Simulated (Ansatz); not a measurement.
## Al2O3 (R-3c): the host for defect calculations

Aim: the runs on the perfect crystal Al2O3 (R-3c) that a defect calculation needs first.

Main program and level: Ansatz 0.2.0; plane-wave PAW DFT, PBEsol; relaxation of the host's cell and atoms, in the first sound run; inputs show where later runs differ.

Most raw output is cut from this account.

## 1. The starting structure

The structure is trigonal, space group R-3c (No. 167). The conventional cell has a = 4.805 Å, b = 4.805 Å, c = 13.116 Å, α = 90.00°, β = 90.00°, γ = 120.00°. Nearest to Al lie 6 O at 1.87 to 1.99 Å. Nearest to O lie 4 Al at 1.87 to 1.99 Å. Farther neighbours and most contacts between anions are not listed.

## 2. Host cell relaxation

Cell and atoms are relaxed together, until forces and stress fall under their thresholds.

cell/input.yaml

```yaml
crystal:
  lattice:
    - [2.4025136, 1.3870919, 4.3720844]
    - [-2.4025136, 1.3870919, 4.3720844]
    - [0.0, -2.7741838, 4.3720844]
  atoms:
    - { symbol: Al, position: [0.647904, 0.647904, 0.647904] }
    - { symbol: Al, position: [0.852096, 0.852096, 0.852096] }
    - { symbol: Al, position: [0.147904, 0.147904, 0.147904] }
    - { symbol: Al, position: [0.352096, 0.352096, 0.352096] }
    - { symbol: O, position: [0.4438545, 0.0561455, 0.75] }
    - { symbol: O, position: [0.9438545, 0.25, 0.5561455] }
    - { symbol: O, position: [0.0561455, 0.75, 0.4438545] }
    - { symbol: O, position: [0.75, 0.4438545, 0.0561455] }
    - { symbol: O, position: [0.25, 0.5561455, 0.9438545] }
    - { symbol: O, position: [0.5561455, 0.9438545, 0.25] }
basis:
  ecutwfc: 420
  xc_grid: 2
hamiltonian:
  xc: pbesol
kpoints:
  mp_grid: { grid: [7, 7, 7] }
scf:
  occupations: { method: fixed }
  max_iter: 100
relax:
  f_tol: 0.005
  max_steps: 60
  cell: {}
output:
  forces: true
  stress: true
checkpoint:
  write: "../cell.run"
  compress: false
  write_wavefunctions: false
  write_every: 100000
```

Started as:

```
$ ansatz run input.yaml --threads 8 --pin off --max-ram 22609MiB --backend cpu --events-out ev --progress --plain --runs-dir out
```

It took 21 s on 8 threads of Arm Neoverse V2, shared host; peak memory 0.51 GiB; 45 s of CPU time.

The steps of the relaxation:

```csv
step,energy less that of the first step (eV),largest force component (eV/Å),pressure (GPa),volume (Å³)
1,0.0000,0.0497,-4.85,87.42
2,-0.0235,0.0282,-2.66,86.62
3,-0.0368,0.0301,0.05,85.68
4,-0.0368,0.0153,0.01,85.69
5,-0.0368,0.0049,-0.01,85.69
6,-0.0279,0.0046,-0.20,85.69
7,-0.0284,0.0000,0.00,85.62
8*,-0.0279,0.0000,-0.01,85.62
```

Relaxation steps marked * repeat the geometry before them on a plane-wave basis chosen anew for their cell, so energy and pressure can jump there. The log counts 2 steps on a newly chosen plane-wave basis, not all of them marked here; energy and pressure can jump at such steps.

The run keeps the 12 symmetry operations that it works with, so distortions that break them were not tested.

```csv
"conventional cell, symmetrised",before,after,change
a (Å),4.805,4.774,-0.6 %
b (Å),4.805,4.774,-0.6 %
c (Å),13.116,13.015,-0.8 %
volume (Å³/atom),8.74,8.56,-2.1 %
```

Numbers from this step:

- pressure: -0.008519 GPa

The relaxation ends with a largest force component of 4.1e-5 eV/Å and a pressure of -0.01 GPa.

## 3. Dielectric tensors of the host

The response to a uniform electric field gives the electronic dielectric tensor.

This step: plane-wave PAW DFPT, PBEsol; dielectric tensors, Born charges and zone-centre modes of the host (Ansatz 0.2.0).

eps/input.yaml

```yaml
crystal:
  lattice:
    - [2.3869337137, 1.3780968221, 4.3382690299]
    - [-2.3869337137, 1.3780968221, 4.3382690299]
    - [0.0, -2.7561936443, 4.3382690299]
  atoms:
    - { symbol: Al, position: [0.6479208861, 0.6479208861, 0.6479208861] }
    - { symbol: Al, position: [0.8520791139, 0.8520791139, 0.8520791139] }
    - { symbol: Al, position: [0.1479208861, 0.1479208861, 0.1479208861] }
    - { symbol: Al, position: [0.3520791139, 0.3520791139, 0.3520791139] }
    - { symbol: O, position: [0.4441402346, 0.0558597654, 0.75] }
    - { symbol: O, position: [0.9441402346, 0.25, 0.5558597654] }
    - { symbol: O, position: [0.0558597654, 0.75, 0.4441402346] }
    - { symbol: O, position: [0.75, 0.4441402346, 0.0558597654] }
    - { symbol: O, position: [0.25, 0.5558597654, 0.9441402346] }
    - { symbol: O, position: [0.5558597654, 0.9441402346, 0.25] }
basis:
  ecutwfc: 420
hamiltonian:
  xc: pbesol
kpoints:
  mp_grid: { grid: [6, 6, 6] }
scf:
  occupations: { method: fixed }
  max_iter: 100
phonons:
  method: dfpt
  dielectric: true
  rigid_motions: translations
```

Run time: 82 s. Hardware: 8 threads; peak memory 1.5 GiB; 6.1 min of CPU time.

Electronic dielectric tensor:

```
3.30 0.00 0.00
0.00 3.30 0.00
0.00 0.00 3.26
```

Static dielectric tensor:

```
 9.72  0.00  0.00
 0.00  9.72  0.00
 0.00  0.00 11.81
```

The principal values of the electronic dielectric tensor are 3.26, 3.30 and 3.30. The principal values of the static dielectric tensor are 9.72, 9.72 and 11.81.

## 4. Primitive cell on a dense mesh

A dense mesh gives the host's converged energy, against which the supercell's sampling is tested.

This step: plane-wave PAW DFT, PBEsol; single point of the host's primitive cell on a dense mesh (Ansatz 0.2.0).

dense/input.yaml, as its differences from eps/input.yaml of step 3:

```diff
@@ -18,2 +18,3 @@
   ecutwfc: 420
+  xc_grid: 2
 hamiltonian:
@@ -21,9 +22,5 @@
 kpoints:
-  mp_grid: { grid: [6, 6, 6] }
+  mp_grid: { grid: [7, 7, 7] }
 scf:
-  occupations: { method: fixed }
-  max_iter: 100
-phonons:
-  method: dfpt
-  dielectric: true
-  rigid_motions: translations
+  occupations: { method: fermi_dirac, width: 0.01 }
+  max_iter: 80
```

The job ended after 1.1 s (8 threads; peak memory 0.47 GiB).

## 5. Self-consistent run

This step: plane-wave PAW DFT, PBEsol; single point of the defect-free supercell, a test of its k-points (Ansatz 0.2.0).

System of this step: Al2O3 (R-3c). The cell holds 80 atoms: 32 Al and 48 O. Its edges and angles: a = 10.280 Å, b = 10.280 Å, c = 10.280 Å, α = 55.3°, β = 55.3°, γ = 55.3°.

pristine.sampling/input.yaml

```yaml
crystal:
  lattice:
    - [4.7738674274, 2.7561936443, 8.6765380597]
    - [-4.7738674274, 2.7561936443, 8.6765380597]
    - [0.0, -5.5123872885, 8.6765380597]
  atoms:
    - { symbol: Al, position: [0.323960443, 0.323960443, 0.323960443] }
    - { symbol: Al, position: [0.426039557, 0.426039557, 0.426039557] }
    - { symbol: Al, position: [0.073960443, 0.073960443, 0.073960443] }
    - { symbol: Al, position: [0.176039557, 0.176039557, 0.176039557] }
    - { symbol: O, position: [0.2220701173, 0.0279298827, 0.375] }
    - { symbol: O, position: [0.4720701173, 0.125, 0.2779298827] }
    - { symbol: O, position: [0.0279298827, 0.375, 0.2220701173] }
    - { symbol: O, position: [0.375, 0.2220701173, 0.0279298827] }
[... 68 atom lines left out ...]
    - { symbol: O, position: [0.5279298827, 0.875, 0.7220701173] }
    - { symbol: O, position: [0.875, 0.7220701173, 0.5279298827] }
    - { symbol: O, position: [0.625, 0.7779298827, 0.9720701173] }
    - { symbol: O, position: [0.7779298827, 0.9720701173, 0.625] }
basis:
  ecutwfc: 420
  xc_grid: 2
hamiltonian:
  xc: pbesol
kpoints:
  mp_grid: { grid: [1, 1, 1], shift: [0.25, 0.25, 0.25] }
scf:
  occupations: { method: fermi_dirac, width: 0.01 }
  max_iter: 80
```

It took 4.2 s on 8 threads; peak memory 1.4 GiB.

Numbers from this step:

| Property | Result |
| --- | --- |
| energy over dense mesh | 0.003985 eV/atom |

## 6. Defect free supercell relaxed from its symmetric sites

This cell, the one that will hold the defects, is built from the relaxed host. Its coarser k-points can move the atoms a little, so it is relaxed from the symmetric sites, as the reference for the test of stability.

This step: plane-wave PAW DFT, PBEsol; relaxation of the defect-free supercell from its symmetric sites (Ansatz 0.2.0).

pristine.symmetric/input.yaml, as its differences from pristine.sampling/input.yaml of step 5:

```diff
@@ -96 +96,12 @@
   max_iter: 80
+output:
+  forces: true
+relax:
+  f_tol: 0.01
+  max_steps: 60
+  escape_saddle: false
+checkpoint:
+  write: "../pristine.symmetric.run"
+  compress: false
+  write_wavefunctions: false
+  write_every: 100000
```

It took 7.5 s on 8 threads; peak memory 1.4 GiB; 39 s of CPU time.

Hardly anything moved in the relaxation; the energy changed by under 0.2 meV an atom.

## 7. Defect free supercell relaxed from displaced atoms

This step: plane-wave PAW DFT, PBEsol; relaxation of the defect-free supercell from random displacements, a test of the host's stability (Ansatz 0.2.0).

pristine.rattled/input.yaml, as its differences from pristine.symmetric/input.yaml of step 6:

```diff
@@ -100,6 +100,6 @@
   f_tol: 0.01
-  max_steps: 60
-  escape_saddle: false
+  max_steps: 120
+  random_displacement: { amplitude: 0.08, seed: 6090 }
 checkpoint:
-  write: "../pristine.symmetric.run"
+  write: "../pristine.rattled.run"
   compress: false
```

Wall time 22 s (8 threads); peak memory 1.3 GiB.

The steps of the relaxation:

```csv
step,energy less that of the first step (eV),largest force component (eV/Å)
1,0.0000,2.8642
2,-3.0087,1.8212
3,-4.8917,0.0196
4,-4.8917,0.0196
5,-4.8921,0.0008
```

The relaxation ends 61 meV an atom lower than the displaced start, with a largest force component of 7.8e-4 eV/Å.

## 8. Outcome

```json
{
  "primitive cell vectors, lengths": "5.140, 5.140, 5.140 Å",
  "electronic dielectric constant": "principal values (3.26, 3.30, 3.30)",
  "static dielectric constant": "principal values (9.72, 9.72, 11.81)",
  "gap on the k-mesh of the response run (PBEsol)": "6.03 eV",
  "supercell relaxed in its symmetry less the displaced and relaxed one": "0.000 eV",
  "energy an atom at one point at (¼, ¼, ¼) less that on the dense mesh": "0.004 eV"
}
```

What this shows: Step 7: The energy fell by 4.892 eV from the randomly displaced start; the atoms end within 0.005 Å of the sites as typed, once the mean shift is taken out. The displaced cell ends within 0.01 eV of the symmetric one relaxed in its symmetry, so no lower structure shows in this supercell. The k-mesh can miss the band edges, so this gap is an upper bound at this level. All at zero temperature.

[Logs are printed without paths, hosts, clocks, repeated set-up lines and the standing remarks that a program may print on its own settings, such as how far it seeks lower states.]

[Hosts, paths, dates, database ids (printed as entryN), source tags and the programs' standing remarks are cut or masked in the printed files.]

[Runs of the host that timed out are not shown.]

[For some hosts the program warned that the k-mesh of the response run may be too coarse for force constants and the static dielectric constant; such warnings are not always shown.]
